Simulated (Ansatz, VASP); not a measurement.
# Co8Cl: VASP beside Ansatz, part 3 of 3

Aim: how closely do two programs agree when they are given the same cell, functional and k mesh? Of the first pair: The structure shown is the start of the Ansatz relaxation below; VASP solves that cell, so the two are compared at the walk's first step.

VASP 6.6.1 and Ansatz 0.2.0.

So far: Starting point; Ansatz: relaxation, PBE; VASP: single point, PBE, start cell, pair 1; Differences.

## Step 6: VASP: single point, PBE, relaxed cell, pair 2

Level of this step: PBE, spin-polarised from a ferromagnetic start; plane waves and PAW (Co, Cl) (VASP).

The same cell, functional, mesh and smearing now go to VASP, with its own data sets.

The input, INCAR:

```
SYSTEM = Co8Cl
PREC = Accurate
ENCUT = 520
EDIFF = 1E-06
NELM = 200
ISMEAR = 0
SIGMA = 0.1
LREAL = .FALSE.
ALGO = Normal
GGA = PE
NBANDS = 62
ISPIN = 2
MAGMOM = 1.8 1.81 1.76 1.76 1.67 1.77 1.78 1.7 0.02
LASPH = .TRUE.
LMAXMIX = 4
LORBIT = 11
LWAVE = .FALSE.
LCHARG = .FALSE.
ISIF = 2
LDIPOL = .TRUE.
IDIPOL = 3
DIPOL = 0.5 0.5 0.281
LVHAR = .TRUE.
GGA_COMPAT = .FALSE.
NELMDL = -8
KPAR = 2
```

The input, POSCAR:

```
Co8Cl
1.0
    4.9850447764     -0.0000017495      0.0000000000
    1.2462604366      2.1585863956      0.0000000000
    0.0000000000      0.0000000000     39.3547762950
Co Cl
8 1
Direct
    0.8333330000      0.6666670000      0.1900041003
    0.3333330000      0.6666670000      0.1900041003
    0.0000000000      0.0000000000      0.2413052132
    0.5000000000      0.0000000000      0.2413052132
    0.8323562101      0.6676437899      0.2933593797
    0.3331981744      0.6668018256      0.2935108252
    0.9982313999      0.0017686001      0.3423453325
    0.5050213641      0.9949786359      0.3442058231
    0.3043627657      0.6956372343      0.3913101772
```

The input, KPOINTS:

```
Automatic mesh
0
Gamma
6 12 1
0 0 0
```

The projector-augmented-wave data sets are Co and Cl (PBE family, release 64).

On the command line:

```
mpirun -np 2 vasp_std
```

Numbers of over 12 decimals in the logs are rounded to 6 here.

The log of the run:

```text
[... set-up lines as in an earlier step ...]
 entering main loop
       N       E                     dE             d eps       ncg     rms          rms(c)
DAV:   1     0.603547196300E+03    0.60355E+03   -0.31610E+04  6216   0.114E+03
DAV:   2    -0.795416277216E+01   -0.61150E+03   -0.56944E+03  6500   0.285E+02
DAV:   3    -0.616210341905E+02   -0.53667E+02   -0.50176E+02  7942   0.108E+02
DAV:   4    -0.640700350637E+02   -0.24490E+01   -0.22847E+01  7462   0.219E+01
[...]
DAV:  63    -0.561345432781E+02   -0.35197E-05   -0.25151E-08  4258   0.705E-04    0.257E-04
DAV:  64    -0.561345447613E+02   -0.14833E-05   -0.74237E-09  4302   0.564E-04    0.183E-04
DAV:  65    -0.561345455648E+02   -0.80344E-06   -0.26606E-09  4186   0.322E-04
   1 F= -.56134546E+02 E0= -.56112515E+02  d E =-.440608E-01  mag=    13.4325
```

From OUTCAR (step 6):

```text
  Total        0.0773346      2.9298572     -2.0400794      2.4703571     -0.0228845      0.0396376
  in kB        0.2925825     11.0846249     -7.7182993      9.3461829     -0.0865796      0.1499624
  external PRESSURE =       1.2196360 kB  Pullay stress =       0.0000000 kB

 POSITION                                       TOTAL-FORCE (eV/Angst)
 -----------------------------------------------------------------------------------
      4.98504      1.43906      7.47757        -0.003103      0.001792      0.425324
      2.49252      1.43906      7.47757        -0.010501      0.006063      0.448686
      0.00000      0.00000      9.49651         0.033655     -0.019431     -0.368898
      2.49252     -0.00000      9.49651        -0.021268      0.012279     -0.446398
      4.98139      1.44117     11.54509        -0.000084      0.000048      0.000224
      2.49202      1.43935     11.55105        -0.000759      0.000438      0.003512
      4.97843      0.00382     13.47292        -0.005314      0.003068     -0.030814
      3.75756      2.14775     13.54614         0.004464     -0.002577     -0.026688
      2.38421      1.50159     15.39992         0.002910     -0.001680     -0.004947
 -----------------------------------------------------------------------------------
    total drift:                               -0.000178      0.000103     -0.000859

  FREE ENERGIE OF THE ION-ELECTRON SYSTEM (eV)
  ---------------------------------------------------
  free  energy   TOTEN  =       -56.1345455648 eV

  energy  without entropy=      -56.0904848090  energy(sigma->0) =      -56.11251519

 magnetization (x)
# of ion       s       p       d       tot
------------------------------------------
    1       -0.012  -0.040   1.793   1.741
    2       -0.011  -0.042   1.804   1.751
    3       -0.013  -0.051   1.761   1.698
    4       -0.015  -0.051   1.763   1.698
    5       -0.012  -0.048   1.675   1.614
    6       -0.011  -0.050   1.768   1.707
    7       -0.016  -0.046   1.781   1.719
    8       -0.016  -0.034   1.697   1.647
    9        0.003   0.011   0.000   0.014
--------------------------------------------------
tot         -0.103  -0.352  14.043  13.588

[... 1 part as in an earlier step ...]

[... 2 further parts left out ...]
[key lines of the parts left out:]
E-fermi :  -1.1697
```

The run ends at a pressure of 0.12 GPa, with forces up to 0.45 eV/Å.

## Step 7: Comparison

What differs besides the data sets and the points named for the pairs above, as far as they apply: the data sets hold 143 valence electrons in Ansatz (on its PAW soft_1 files) and 79 in VASP; site moments are counted in spheres of each program's own size. Total energies have different zeros and are not compared.

The two programs side by side:

```tsv
quantity	Ansatz	VASP	difference
total moment (μB)	13.52	13.43	+0.09
moment on Co2 (μB)	1.81	1.75	+0.06
moment on Co1 (μB)	1.80	1.74	+0.06
moment on Co7 (μB)	1.78	1.72	+0.06
moment on Co6 (μB)	1.77	1.71	+0.07
moment on Co4 (μB)	1.76	1.70	+0.06
moment on Co3 (μB)	1.76	1.70	+0.06
moment on Co8 (μB)	1.70	1.65	+0.05
moment on Co5 (μB)	1.67	1.61	+0.06
```

Forces (eV/Å; atoms numbered as in POSCAR):

```tsv
atom	Ansatz x, y, z	VASP x, y, z
Co1	-0.004, 0.002, 0.404	-0.003, 0.002, 0.425
Co2	-0.008, 0.004, 0.427	-0.011, 0.006, 0.449
Co3	0.034, -0.019, -0.374	0.034, -0.019, -0.369
Co4	-0.022, 0.013, -0.458	-0.021, 0.012, -0.446
Co5	0.000, 0.000, -0.002	0.000, 0.000, 0.000
Co6	0.001, 0.000, 0.002	-0.001, 0.000, 0.004
Co7	0.001, -0.001, 0.001	-0.005, 0.003, -0.031
Co8	0.000, 0.000, 0.000	0.004, -0.003, -0.027
Cl9	-0.002, 0.001, 0.001	0.003, -0.002, -0.005
```

The forces differ by 10 meV/Å r.m.s., which is 6.4 % of the r.m.s. force of 0.163 eV/Å (both taken over all components). With vacuum in the cell, a pressure given here is an average over mostly empty space and none of the material.

## Step 8: Results

```
r.m.s. force difference (single point, PBE, start cell, pair 1)   : 2.3 % of the r.m.s. force
r.m.s. force difference (single point, PBE, relaxed cell, pair 2) : 10 meV/Å
```

**Reading.** The r.m.s. force difference is 10 meV/Å (single point, PBE, relaxed cell, pair 2), within the 12 meV/Å picked in this series as the mark of a large difference. The data sets hold unlike numbers of valence electrons (143 in Ansatz and 79 in VASP), so part of the differences comes from the potentials. How closely two codes agree says nothing of how well the functional describes the real material.

[Lines on the potential files, build, host, timing and source positions are cut from VASP's logs without a mark.]

[Logs are printed without paths, hosts, clocks, repeated set-up lines and the standing remarks that a program may print on its own settings, such as how far it seeks lower states.]

[Hosts, paths, dates, database ids (printed as entryN), source tags and the programs' standing remarks are cut or masked in the printed files.]
